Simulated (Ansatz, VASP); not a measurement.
## TiB2 in VASP and in Ansatz

```
Ti B
1.0
     3.00887    0.00000    0.00000
    -1.50443    2.60576    0.00000
     0.00000    0.00000    3.20673
Ti B
1 2
Direct
  0.00000 0.00000 0.00000
  0.66667 0.33333 0.50000
  0.33333 0.66667 0.50000
```

Change from the starting cell: volume scaled by 0.98.

Alike in both runs: task single point; functional PBEsol; k mesh 10 × 10 × 8; occupations fermi-dirac, width 0.05 eV; no spin polarisation.

|  | VASP | Ansatz |
| --- | --- | --- |
| version | VASP 6.6.1 | Ansatz 0.2.0 |
| potentials or method | VASP PAW PBE potentials, release 64 (Ti_sv, B), cutoff 520 eV | all-electron LAPW, scalar-relativistic |

```csv
,VASP,Ansatz,Ansatz less VASP
gap on the k mesh at the Fermi level (eV),none,none,-
pressure (GPa),0.6,0.1,-0.48
largest component of the traceless stress (GPa),2.33,2.21,-0.116
```

A gap of «none» marks a metal or a gap that the smearing closes. Ansatz ran all-electron here, so the differences hold the error of VASP's frozen core and of both bases.

Caveats: the PAW data sets were made with another functional, which shifts forces and pressure a little (VASP).
